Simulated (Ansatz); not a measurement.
SrO in the CsCl-type structure, relaxed with r2SCAN in Ansatz. Space group Pm-3m (No. 221), cubic; conventional cell a = 3.103 Å, 14.94 Å³ an atom. Sr has 8 O at 2.69 Å; O has 8 Sr at 2.69 Å.

The axes x, y and z are those of this cell:
```
Sr O
1.0
     3.10287    0.00000    0.00000
     0.00000    3.10287    0.00000
     0.00000    0.00000    3.10287
Sr O
1 1
Direct
  0.00000 0.00000 0.00000
  0.50000 0.50000 0.50000
```

Unstrained: The PBE gap is indirect, 2.804 eV (M to Γ), below the direct gap of 2.857 eV at Γ. With r2SCAN the valence top lies at M and the conduction bottom at Γ, 3.306 eV higher; the smallest vertical gap, at Γ, is 3.354 eV. HSE06 gives an indirect gap of 4.326 eV, from M to Γ; the least direct gap is 4.387 eV at Γ. Meshes: PBE 8×8×8, r2SCAN 8×8×8, HSE06 6×6×6. Strains are changes of length per length. After each strain the atoms were relaxed again with r2SCAN within the symmetry that the strain leaves, so tilts or polar shifts that break it weren't tested; points keep the names that they have in the unstrained zone. No spin polarisation and no zero-point or thermal motion; the cell was built from a prototype and may be hypothetical.

Question: One strain changed the r2SCAN stress by xx +5.51, yy +5.51, zz +0.05 GPa (compression positive) and the gap by -0.052 eV (PBE), -0.045 eV (r2SCAN), -0.041 eV (HSE06). Which kind of strain was it, and roughly how large?

Answer: Biaxial -1.67 % in x and y, z held. The pattern of the stress gives the kind; the size needs the stiffness, so it is an estimate.

Question: Apply uniaxial +2.41 % along [111], other directions held. How far does the gap move, against the unstrained cell?

Answer: PBE: the gap goes from 2.804 to 2.811 eV (+0.007 eV). r2SCAN: the gap goes from 3.306 to 3.308 eV (+0.002 eV). HSE06: the gap goes from 4.326 to 4.323 eV (-0.003 eV). The r2SCAN energy rises by 2.5 meV an atom.

Question: One strain changed the r2SCAN stress by xx -5.58, yy +0.09, zz +0.09 GPa (compression positive) and the gap by -0.051 eV (PBE), -0.053 eV (r2SCAN), -0.061 eV (HSE06). Which kind of strain was it, and roughly how large?

Answer: Uniaxial +1.87 % along x, other directions held. The pattern of the stress gives the kind; the size needs the stiffness, so it is an estimate.

The meshes of the hybrids are coarse, so their gaps aren't converged to the digits shown.
